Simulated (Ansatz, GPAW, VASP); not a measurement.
# Ag: 4 runs at one level of theory

```
Ag
1.0
     0.00000    2.04275    2.04275
     2.04275    0.00000    2.04275
     2.04275    2.04275    0.00000
Ag
1
Direct
  0.00000 0.00000 0.00000
```

Alike in all runs: task single point; functional PBE; k mesh 11 × 11 × 11; occupations gaussian, width 0.05 eV; no spin polarisation; no spin-orbit coupling. Pressure is positive in compression and, in plane waves, holds the error of the finite cutoff, which Ansatz's Pulay term estimates and takes out.

```
                        program and potentials  plane-wave cutoff (eV)                                                                      notes  pressure (GPa)
                            Ansatz, Ansatz PAW                     420  19 valence electrons an atom on average; Pulay term of +0.07 GPa included            4.30
                VASP, PBE PAW files Ag, 520 eV                     520                                    11 valence electrons an atom on average            4.13
    GPAW, GPAW PAW data sets (gpaw-data 1.2.1)                     600                                    17 valence electrons an atom on average            4.22
Ansatz, all-electron LAPW, scalar-relativistic                       -                                                                          -            4.28
```

The pressure spans 4.13 (VASP, PBE PAW files Ag, 520 eV) to 4.30 GPa (Ansatz, Ansatz PAW), with all-electron results at 4.28.

Differences between rows come from potentials, basis sets and numerical settings, since the functional is the same but for its coding. Runs on potential files found faulty are left out.
